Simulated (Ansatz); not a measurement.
**Quadrupolar parameters in V2O5**

The cell is an entry of the Crystallography Open Database (COD), ions relaxed with PBE at fixed cell.

```cif
data_V2O5
_symmetry_space_group_name_H-M 'Pmmn:1'
_symmetry_Int_Tables_number 59
_cell_length_a 3.5710
_cell_length_b 11.5440
_cell_length_c 4.3830
_cell_angle_alpha 90.000
_cell_angle_beta 90.000
_cell_angle_gamma 90.000
loop_
_atom_site_label
_atom_site_type_symbol
_atom_site_symmetry_multiplicity
_atom_site_Wyckoff_symbol
_atom_site_fract_x
_atom_site_fract_y
_atom_site_fract_z
V V 4 e 0.0000 0.3516 0.8877
O5 O 4 e 0.0000 0.1811 0.0057
O9 O 4 e 0.0000 0.3551 0.5264
O13 O 2 b 0.0000 0.5000 0.9982
```

One atom of each set is listed.

Method: Kohn–Sham DFT in Ansatz, r2SCAN, plane waves and PAW, scalar-relativistic, 500 eV cutoff, Γ-centred 6×2×5 k-points, Fermi–Dirac smearing 0.02 eV.

Conventions: |V_zz| ≥ |V_yy| ≥ |V_xx|, η = (V_xx − V_yy)/V_zz, C_Q = eQV_zz/h. ν_Q = 3|C_Q|/[2I(2I − 1)].

V-51: I = 7/2, Q = -52.00 mb; ¹⁷O: I = 5/2, Q = -25.58 mb. Q values from Pyykkö, Mol. Phys. 116, 1328 (2018).

(1) Which values are expected at the nuclei?

Results:

(1) 

```json
{"site": "V", "atoms": "4", "first shell": "5 O at 1.58–2.04 Å", "C_Q (MHz)": "0.678", "η": "0.95", "ν_Q (MHz)": "0.048"}
{"site": "O5", "atoms": "4", "first shell": "3 V at 1.88–2.04 Å", "C_Q (MHz)": "3.26", "η": "0.74", "ν_Q (MHz)": "0.490"}
{"site": "O9", "atoms": "4", "first shell": "1 V at 1.58 Å", "C_Q (MHz)": "0.515", "η": "0.94", "ν_Q (MHz)": "0.077"}
{"site": "O13", "atoms": "2", "first shell": "2 V at 1.78 Å, angle 148°", "C_Q (MHz)": "3.81", "η": "0.10", "ν_Q (MHz)": "0.572"}
```

At O13 V_zz points along the bisector of its two bonds (within 1°).

The largest force is 0.6 eV/Å, so the atoms aren't at the calculated equilibrium and relaxing them would move these values. Where η is near 1 the sign of V_zz means little.
